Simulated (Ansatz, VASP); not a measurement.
# One calculation of CsSnI3, two programs

File INCAR:

```
PREC = Accurate
ENCUT = 600
EDIFF = 1E-7
ISMEAR = -1
SIGMA = 0.05
LREAL = F
LASPH = T
NELM = 100
ALGO = Normal
ISIF = 3
LWAVE = F
LCHARG = F
GGA = PE
IBRION = 2
NSW = 40
EDIFFG = -0.01
```

File KPOINTS:

```
regular mesh
0
Gamma
  4 4 4
```

The input POSCAR:

```
CsSnI3
1.0
    6.2057000000      0.0000000000      0.0000000000
    0.0000000000      6.2057000000      0.0000000000
    0.0000000000      0.0000000000      6.2057000000
Cs I Sn
1 3 1
Direct
    0.0000000000      0.0000000000      0.0000000000
    0.5000000000      0.5000000000      0.0000000000
    0.5000000000      0.0000000000      0.5000000000
    0.0000000000      0.5000000000      0.5000000000
    0.5000000000      0.5000000000      0.5000000000
```

File input.yaml:

```yaml
crystal:
  lattice:
    - [6.2057, 0.0, 0.0]
    - [0.0, 6.2057, 0.0]
    - [0.0, 0.0, 6.2057]
  atoms:
    - { symbol: Cs, position: [0.0, 0.0, 0.0] }
    - { symbol: I, position: [0.5, 0.5, 0.0] }
    - { symbol: I, position: [0.5, 0.0, 0.5] }
    - { symbol: I, position: [0.0, 0.5, 0.5] }
    - { symbol: Sn, position: [0.5, 0.5, 0.5] }
hamiltonian:
  xc: pbe
  pseudopotentials: { kind: paw }
kpoints:
  mp_grid: { grid: [4, 4, 4] }
scf:
  occupations: { method: fermi_dirac, width: 0.05 }
output:
  forces: true
  stress: true
  eigenvalues: true
relax:
  f_tol: 0.01
  max_steps: 40
  cell: { stress_tol: 0.05 }
```

Alike in both runs: task relaxation of cell and atoms; functional PBE; k mesh 4 × 4 × 4; occupations fermi-dirac, width 0.05 eV; no spin polarisation.

|  | VASP | Ansatz |
| --- | --- | --- |
| version | VASP 6.6.1 | Ansatz 0.2.0 |
| potentials or method | VASP PAW PBE potentials, release 64 (Cs_sv_GW, I_GW, Sn_d_GW) | Ansatz PAW |
| plane-wave cutoff (eV) | 600 | 420 |
| valence electrons in the cell | 44 | 74 |

```csv
,VASP,Ansatz,Ansatz less VASP
"gap on the k mesh at the Fermi level, each at its own relaxed structure (eV)",0.49,0.50,+0.007
relaxed volume (Å³/atom),49.99,50.01,+0.016
relaxed cell length with the largest relative difference (Å),6.299,6.300,+0.0007
energy change over the relaxation (meV/atom),-5,-6,-0.6
```

The two sets of potentials don't hold the same shells in valence.

Caveats: spin-orbit coupling is left out, which moves the levels of the heavy elements; the plane-wave basis is chosen anew once the cell has moved, so the energies of steps on either side of that aren't comparable (Ansatz). Expect the measured gap to be larger: semilocal functionals such as PBE lack the derivative discontinuity. A k mesh can miss the band edges.
